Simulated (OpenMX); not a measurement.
Input of an OpenMX 3.8.5 run:

The input run.py:

```python
from ase.io import read
from ase.calculators.openmx import OpenMX
from ase.calculators.mixing import SumCalculator
from dftd3.ase import DFTD3

atoms = read('Ge.cif')

def calculator():
    omx = OpenMX(
        label='Ge',
        command='openmx',
        nohup=True,
        xc='GGA-PBE',
        kpts=(7, 7, 7),
        system_currentdirectory='./',
        data_path='./DFT_DATA13',
        level_of_fileout=1,
        definition_of_atomic_species=[['Ge', 'Ge7.0-s3p2d2', 'Ge_PBE13']],
        atoms_speciesandcoordinates_unit='Ang',
        atoms_speciesandcoordinates=[['1', 'Ge', '0', '0', '0', 2.0, 2.0], ['2', 'Ge', '0', '0', '0', 2.0, 2.0]],
        scf_spinpolarization='off',
        scf_electronictemperature=580.226,
        scf_energycutoff=300.0,
        scf_maxiter=100,
        scf_eigenvaluesolver='band',
        scf_mixing_type='rmm-diisk',
        scf_init_mixing_weight=0.05,
        scf_min_mixing_weight=0.001,
        scf_max_mixing_weight=0.3,
        scf_mixing_history=25,
        scf_mixing_startpulay=8,
        scf_criterion=1e-08,
    )
    return SumCalculator([omx, DFTD3(method='pbe', damping='d3zero')])

atoms.calc = calculator()
print('stress_eV_A3', atoms.get_stress().round(8).tolist())
print('forces_eV_A', atoms.get_forces().round(6).tolist())
print('energy_eV', round(atoms.get_potential_energy(), 6))
print('dispersion_eV', round(atoms.calc.mixer.calcs[1].get_potential_energy(atoms), 6))
```

Contents of Ge.cif:

```cif
data_Ge
_cell_length_a 4.00068289
_cell_length_b 4.00068289
_cell_length_c 4.00068289
_cell_angle_alpha 60.00000000
_cell_angle_beta 60.00000000
_cell_angle_gamma 60.00000000
_space_group_name_H-M_alt 'P1'
_space_group_name_Hall 'P 1'
_space_group_IT_number 1
loop_
_space_group_symop_operation_xyz
'x,y,z'
loop_
_atom_site_label
_atom_site_type_symbol
_atom_site_symmetry_multiplicity
_atom_site_Wyckoff_symbol
_atom_site_fract_x
_atom_site_fract_y
_atom_site_fract_z
_atom_site_occupancy
Ge1 Ge 1 a 0.7500000000 0.7500000000 0.7500000000 1
Ge2 Ge 1 a 0.5000000000 0.5000000000 0.5000000000 1
```

Potentials or basis: OpenMX 2013 PBE set, Ge7.0-s3p2d2, grid cutoff 300 Ry.

Command:

```sh
$ python run.py > run.log
```

Problem. What does it give for the dispersion energy per atom?

Solution. -0.171 eV.

Problem. Predict the pressure.

Solution. 4.6 GPa.

Problem. Estimate the band gap on the k mesh.

Solution. 0.08 eV, direct.

Caveat: an odd mesh through Γ misses points on the zone boundary, where band edges often lie; the basis of atomic orbitals isn't converged, which shifts pressures, moduli and gaps.

The gap isn't set beside the measured one, since this odd mesh misses points on the zone boundary.
